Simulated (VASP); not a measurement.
# Settings for CdS: band structure

CdS, P6_3mc (no. 186), 4 atoms in the cell. R2SCAN; PAW potentials Cd, S (PBE set). VASP 6.6.1.

Wanted: band energies at the path's corners within 0.02 eV; smallest gap over path and mesh within 0.01 eV.

What the run is for: bands; Accuracy asked: standard; Route: KPOINTS_OPT.

Band energies at the path's corners: counted from the valence top.

POSCAR:
```
CdS
1.0
    4.1500000000      0.0000000000      0.0000000000
   -2.0750000000      3.5940054257      0.0000000000
    0.0000000000      0.0000000000      6.7370000000
Cd S
2 2
Direct
    0.6666666667      0.3333333333      0.5000000000
    0.3333333333      0.6666666667      0.0000000000
    0.6666666667      0.3333333333      0.8750000000
    0.3333333333      0.6666666667      0.3750000000
```

The series start from Plane-wave cutoff (eV): 320; k-point mesh: 5 × 5 × 3; k points a path segment: 12; Electronic threshold (eV): 1e-6; Precision mode (PREC): Accurate; Bands in all (NBANDS): 32; Aspherical gradient terms in the spheres (LASPH): yes. Each series keeps the choices made before it, and each single choice may use up half of a tolerance.

## Plane-wave cutoff (eV)

| Plane-wave cutoff (eV) | Band energies at the path's corners, largest deviation (eV) | Smallest gap over path and mesh (eV) | Time (s) |
|---|---|---|---|
| 220 | 0.046 | 1.637 | 164 |
| 280 | 0.007 | 1.643 | 174 |
| 320 | 0.008 | 1.642 | 192 |
| 360 | 0.004 | 1.647 | 318 |
| 440 | 0.001 | 1.651 | 416 |
| 550 (reference) | 0.000 | 1.650 | 406 |

Chosen: 360, the loosest value from which every tighter one stays within half of the tolerance.

## k-point mesh

| k-point mesh | Band energies at the path's corners, largest deviation (eV) | Smallest gap over path and mesh (eV) | Time (s) |
|---|---|---|---|
| 2 × 2 × 1 | 0.099 | 1.583 | 305 |
| 3 × 3 × 2 | 0.030 | 1.629 | 381 |
| 4 × 4 × 2 | 0.009 | 1.642 | 281 |
| 5 × 5 × 3 | 0.003 | 1.647 | 318 |
| 6 × 6 × 4 | 0.001 | 1.648 | 446 |
| 8 × 8 × 4 (reference) | 0.000 | 1.649 | 535 |

Chosen: 5 × 5 × 3.

## Electronic threshold (eV)

| Electronic threshold (eV) | Band energies at the path's corners, largest deviation (eV) | Smallest gap over path and mesh (eV) | Time (s) |
|---|---|---|---|
| 0.001 | 0.020 | 1.650 | 111 |
| 0.0001 | 0.018 | 1.649 | 122 |
| 1e-5 | 0.003 | 1.644 | 149 |
| 1e-6 | 0.000 | 1.647 | 222 |
| 1e-7 (reference) | 0.000 | 1.647 | 188 |

Chosen: 1e-5.

## Precision mode (PREC)

| Precision mode (PREC) | Band energies at the path's corners, largest deviation (eV) | Smallest gap over path and mesh (eV) | Time (s) |
|---|---|---|---|
| SingleN | 0.005 | 1.648 | 73 |
| Normal | 0.002 | 1.646 | 80 |
| Accurate (reference) | 0.000 | 1.644 | 149 |

Chosen: SingleN.

## Bands in all (NBANDS)

| Bands in all (NBANDS) | Band energies at the path's corners, largest deviation (eV) | Smallest gap over path and mesh (eV) | Time (s) |
|---|---|---|---|
| 20 | 0.002 | 1.647 | 48 |
| 21 | 0.001 | 1.648 | 55 |
| 22 | 0.001 | 1.648 | 55 |
| 24 | 0.002 | 1.647 | 57 |
| 32 | 0.001 | 1.648 | 73 |
| 42 (reference) | 0.000 | 1.648 | 96 |

Chosen: 20.

## Aspherical gradient terms in the spheres (LASPH)

| Aspherical gradient terms in the spheres (LASPH) | Band energies at the path's corners, largest deviation (eV) | Smallest gap over path and mesh (eV) | Time (s) |
|---|---|---|---|
| no | 0.008 | 1.643 | 40 |
| yes (reference) | 0.000 | 1.647 | 48 |

Chosen: no.

Also changed on the way, by series that aren't shown: k points a path segment: 5.

## All choices together

| Input | Band energies at the path's corners, largest deviation (eV) | Smallest gap over path and mesh (eV) | Time (s) |
|---|---|---|---|
| the program's defaults (naive) | 0.017 | 1.634 | 99 |
| chosen settings | 0.012 | 1.643 | 40 |
| reference settings throughout | 0.000 | 1.653 | 1622 |

The tolerance is met.

## The input

INCAR:
```
METAGGA = R2SCAN ; ISMEAR = 0
SIGMA = 0.03 ; LWAVE = F
LCHARG = F ; NBANDS = 20
PREC = SingleN ; LASPH = F
LREAL = F ; ALGO = Normal
EDIFF = 1E-5 ; NELM = 120
GGA_COMPAT = F ; ENCUT = 360
EFERMI = MIDGAP ; LMIXTAU = T
```

KPOINTS:
```
Automatic mesh
0
Gamma
  5 5 3
  0 0 0
```

KPOINTS_OPT:
```
path GMKGALHA,LM,KH
5
line-mode
reciprocal
 0.0000000000  0.0000000000  0.0000000000  G
 0.5000000000  0.0000000000  0.0000000000  M

 0.5000000000  0.0000000000  0.0000000000  M
 0.3333333333  0.3333333333  0.0000000000  K

 0.3333333333  0.3333333333  0.0000000000  K
 0.0000000000  0.0000000000  0.0000000000  G

 0.0000000000  0.0000000000  0.0000000000  G
 0.0000000000  0.0000000000  0.5000000000  A

 0.0000000000  0.0000000000  0.5000000000  A
 0.5000000000  0.0000000000  0.5000000000  L

 0.5000000000  0.0000000000  0.5000000000  L
 0.3333333333  0.3333333333  0.5000000000  H

 0.3333333333  0.3333333333  0.5000000000  H
 0.0000000000  0.0000000000  0.5000000000  A

 0.5000000000  0.0000000000  0.5000000000  L
 0.5000000000  0.0000000000  0.0000000000  M

 0.3333333333  0.3333333333  0.0000000000  K
 0.3333333333  0.3333333333  0.5000000000  H
```

Commands:
```
cat potpaw_PBE.64/Cd/POTCAR potpaw_PBE.64/S/POTCAR > POTCAR
mpirun -np 1 vasp_std > vasp.out
```

Limits: r2SCAN gaps are mostly well below measured ones.

The chosen input took VASP 6.6.1 40 s on 1 core (Intel Xeon Platinum 8488C (Sapphire Rapids)), a shared host.

## An input that fails: fixed density asked without a density file

VASP's message: ERROR: charge density could not be read from file CHGCAR for ICHARG>10.

Changes against the starting input:
```
- NELM = 120
+ NELM = 56
+ ICHARG = 11
```
